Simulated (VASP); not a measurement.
**SnO2 (Cassiterite): relaxation of cell and atoms with PBE**

SnO2 (Cassiterite):

```
CELL_PARAMETERS angstrom
4.73800 0.00000 0.00000
0.00000 4.73800 0.00000
0.00000 0.00000 3.18650
ATOMIC_POSITIONS crystal
Sn 0.00000 0.00000 0.00000
Sn 0.50000 0.50000 0.50000
O 0.30710 0.30710 0.00000
O 0.19290 0.80710 0.50000
O 0.69290 0.69290 0.00000
O 0.80710 0.19290 0.50000
```

```json
{
 "Program": "VASP 6.6.1",
 "Task": "relaxation of cell and atoms",
 "Functional": "PBE",
 "Potentials or basis": "VASP PAW PBE potentials, release 64 (Sn_d, O)",
 "Cutoff": "600 eV",
 "k mesh": "6 × 6 × 8",
 "Occupations": "gaussian, width 0.03 eV",
 "Spin": "no spin polarisation",
 "Further INCAR settings": "ALGO = Normal; EDIFF = 1e-06; IBRION = 2; EDIFFG = -0.01; NSW = 90; ISIF = 3"
}
```

```
Relaxed volume                         : 12.61 Å³/atom
Relaxed cell                           : a = 4.830 Å, b = 4.830 Å, c = 3.243 Å, α = 90.00°, β = 90.00°, γ = 90.00°
Space group after relaxing (to 0.05 Å) : P4_2/mnm (No. 136)
Energy gained by relaxing              : 23.7 meV/atom
Ionic steps                            : 8
Pressure after relaxing                : 0.0 GPa
Largest force after relaxing           : 0.004 eV/Å
Band gap on the k mesh                 : 0.64 eV, direct
```

Forces on the atoms (eV/Å):
```
Sn   0.000  0.000  0.000
Sn   0.000  0.000  0.000
O   -0.003 -0.003  0.000
O    0.003 -0.003  0.000
O    0.003  0.003  0.000
O   -0.003  0.003  0.000
```

The path:
```tsv
step	energy change (eV)	largest force (eV/Å)	pressure (GPa)	volume (Å³)
1	0.0000	0.2935	11.61	71.53
2	0.0636	0.3605	-10.52	80.85
3	-0.1403	0.0638	0.00	75.51
4	-0.1403	0.0579	0.21	75.43
5	-0.1420	0.0032	0.10	75.57
6	-0.1421	0.0194	0.06	75.63
7	-0.1422	0.0006	-0.12	75.68
8	-0.1422	0.0043	-0.04	75.67
```

Final structure:
```
Sn O
1.0
     4.83034    0.00000    0.00000
     0.00000    4.83034    0.00000
     0.00000    0.00000    3.24328
Sn O
2 4
Direct
  0.00000 0.00000 0.00000
  0.50000 0.50000 0.50000
  0.30658 0.30658 0.00000
  0.19342 0.80658 0.50000
  0.69342 0.69342 0.00000
  0.80658 0.19342 0.50000
```

Levels at points of the mesh, in eV from the valence-band top:
```
           k point  band 23  band 24  band 25  band 26  band 27  band 28  band 29  band 30
(0.00, 0.00, 0.00)    -1.26    -0.74    -0.74     0.00     0.64     5.65     6.04     6.04
(0.50, 0.00, 0.00)    -1.21    -1.21    -0.60    -0.60     3.85     3.85     6.78     6.78
(0.50, 0.50, 0.00)    -1.33    -1.33    -0.85    -0.85     4.24     4.24     7.13     7.13
(0.00, 0.00, 0.50)    -1.52    -1.52    -1.18    -1.18     5.55     5.55     9.34     9.34
(0.50, 0.00, 0.50)    -1.01    -1.01    -0.75    -0.75     5.81     5.81     7.59     7.59
(0.50, 0.50, 0.50)    -0.91    -0.91    -0.78    -0.78     4.32     4.32     8.60     8.60
```

It took 8 min on 2 MPI ranks on Intel(R) Xeon(R) Platinum 8559C (Emerald Rapids), on a shared host, peak memory 0.26 GiB a rank.

Caveat: spin-orbit coupling is left out, which moves the levels of the heavy elements. PBE usually gives volumes a little too large and moduli too small.
